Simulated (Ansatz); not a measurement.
# SiO2: the band gap up the ladder of functionals

One table from this session's results is given with a row withheld; the runs are named, their logs left out.

Code: Ansatz 0.2.0. PAW datasets, plane waves. No spin polarisation and no zero-point or thermal motion.

## Starting point

The cell was relaxed beforehand with r2SCAN.

It is orthorhombic, Fddd (No. 70); conventional cell a = 4.714 Å, b = 9.433 Å, c = 14.731 Å, 13.65 Å³ an atom. Near Si stand 4 O at 1.60–1.62 Å; near O stand 2 Si at 1.60 Å; near O stand 2 Si at 1.62 Å.

As a file:

Space group Fddd:1 (No. 70). a = 4.714 Å, b = 9.433 Å, c = 14.731 Å, α = 90.00°, β = 90.00°, γ = 90.00°
| atom | site | symmetry | x | y | z |
| --- | --- | --- | --- | --- | --- |
| Si | 16g | ..2 | 0.7500 | 0.7500 | 0.5631 |
| O | 16d | -1 | 0.8750 | 0.6250 | 0.8750 |
| O | 16f | .2. | 0.5000 | 0.6862 | 0.0000 |

The first run:

Contents of input.yaml:

```yaml
crystal:
  lattice:
    - [0.0, 4.7164957307, 7.3654551465]
    - [2.3572237397, 0.0, 7.3654551465]
    - [2.3572237397, 4.7164957307, 0.0]
  atoms:
    - { symbol: Si, position: [0.5631475368, 0.5631475368, 0.9368524632] }
    - { symbol: Si, position: [0.3131475368, 0.3131475368, 0.6868524632] }
    - { symbol: Si, position: [0.6868524632, 0.6868524632, 0.3131475368] }
    - { symbol: Si, position: [0.9368524632, 0.9368524632, 0.5631475368] }
    - { symbol: O, position: [0.625, 0.125, 0.625] }
    - { symbol: O, position: [0.625, 0.625, 0.125] }
    - { symbol: O, position: [0.625, 0.625, 0.625] }
    - { symbol: O, position: [0.125, 0.625, 0.625] }
    - { symbol: O, position: [0.186212464, 0.813787536, 0.186212464] }
    - { symbol: O, position: [0.813787536, 0.186212464, 0.813787536] }
    - { symbol: O, position: [0.436212464, 0.063787536, 0.436212464] }
    - { symbol: O, position: [0.063787536, 0.436212464, 0.063787536] }
kpoints:
  mp_grid: { grid: [6, 6, 6] }
  band_path:
    path:
      - [[0.0, 0.0, 0.0], [0.5, -5.764358458899e-34, 0.5], [1.0, 0.5, 0.5], [0.5, 0.5, 8.332119604879e-17], [0.0, 0.0, 0.0], [-1.26046877392e-33, 0.3380517689197, 0.3380517689197]]
      - [[1.0, 0.6619482310803, 0.6619482310803], [1.0, 0.5, 0.5]]
      - [[0.5, -5.764358458899e-34, 0.5], [0.5, 0.2131603138309, 0.7131603138309]]
      - [[0.5, 0.7868396861691, 0.2868396861691], [0.5, 0.5, 8.332119604879e-17]]
      - [[0.0, 0.0, 0.0], [0.5, 0.5, 0.5]]
    npoints: 10
hamiltonian:
  xc: pbe
scf:
  occupations: { method: fermi_dirac, width: 0.02 }
  n_extra_bands: 7
output:
  forces: true
  stress: true
  eigenvalues: true
```

Among the steps run: Band structure with PBE; r2SCAN at the same geometry; HSE06 at the same geometry; PBE0 at the same geometry.

One table of the session follows, with a row left open; its other results are not shown here.

| level | gap (eV) |
| --- | --- |
| PBE | 5.78 |
| r2SCAN | 6.40 |
| HSE06 | ? |
| PBE0 | 8.36 |

**Question.** Estimate the row for HSE06.

**Answer.** gap (eV): 7.59. In the column «gap (eV)» it lies between r2SCAN (6.40) and PBE0 (8.36).

Meshes: PBE 6×6×6, r2SCAN 6×6×6, HSE06 4×4×4, PBE0 4×4×4

PBE reaches 76 % of the HSE06 value, and r2SCAN 84 %. PBE0 lies 0.77 eV above HSE06, which differs from it by screening the long-range exchange.

To keep in mind: Warnings in the runs' records: stress scf threshold loose, stress exchange threshold loose.
